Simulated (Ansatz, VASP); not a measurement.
# One calculation of ZnS, two programs

```
CELL_PARAMETERS angstrom
0.00000 2.70200 2.70200
2.70200 0.00000 2.70200
2.70200 2.70200 0.00000
ATOMIC_POSITIONS crystal
Zn 0.75000 0.75000 0.75000
S 0.00000 0.00000 0.00000
```

Alike in both runs: task single point; functional PBE; k mesh 9 × 9 × 9; occupations gaussian, width 0.028 eV; no spin polarisation.

|  | VASP | Ansatz |
| --- | --- | --- |
| version | VASP 6.6.1 | Ansatz 0.2.0 |
| potentials or method | VASP PAW PBE potentials, release 64 (Zn, S) | Ansatz PAW |
| plane-wave cutoff (eV) | 520 | 420 |
| valence electrons in the cell | 18 | 18 |

Ansatz gave:

- gap on the k mesh at the Fermi level (eV): 2.11
- least direct gap on the mesh (eV): 2.11
- pressure (GPa): 1.6

Problem. What did VASP give for the same quantities?

Solution. gap on the k mesh at the Fermi level (eV): 2.11; least direct gap on the mesh (eV): 2.11; pressure (GPa): 1.8.

Caveats: odd divisions of the mesh miss points on the zone boundary, where band edges often lie, so the gap on the mesh can be too wide (Ansatz). As with any semilocal functional, this PBE gap is likely too small.
